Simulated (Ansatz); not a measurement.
Density of states of Ca (P6_3/mmc, a = 3.905 Å, b = 3.905 Å, c = 6.416 Å, α = 90.00°, β = 90.00°, γ = 120.00°), in states per eV and primitive cell, averaged over bins of 0.5 eV. The calculation used Ansatz, DFT PBE, scalar-relativistic, plane waves, PAW.

Cutoff 420 eV; k points 12×12×8 on the computed 2-atom cell (Γ-centred); Gaussian smearing, width 0.10 eV; no spin polarisation.

The cell is relaxed at this level. The states (both spins) are summed by tetrahedra on a 18×18×12 mesh at the self-consistent density. Energies are bin centres; the table starts no lower than −8 eV and ends at 6 eV, or lower where the solved bands end.

It is a metal at this level.

```csv
E − E_F (eV),total,Ca 4s
-3.90,0.18,0.17
-3.40,0.41,0.40
-2.90,0.58,0.56
-2.40,0.75,0.72
-1.90,0.95,0.88
-1.40,1.25,1.09
-0.90,1.52,1.15
-0.40,1.84,0.94
0.10,3.57,0.25
0.60,3.19,0.06
1.10,2.67,0.06
1.60,5.28,0.10
```

The columns after the total are the Löwdin projections on the occupied valence shells of the potentials. The rest of the total lies in shells that are empty in the free atom, which aren't projected, and between the atoms.

This form isn't the element's structure at ambient conditions.

Cost: 1 run of about 0.43 core-minutes, on Arm Neoverse V2 (shared hosts).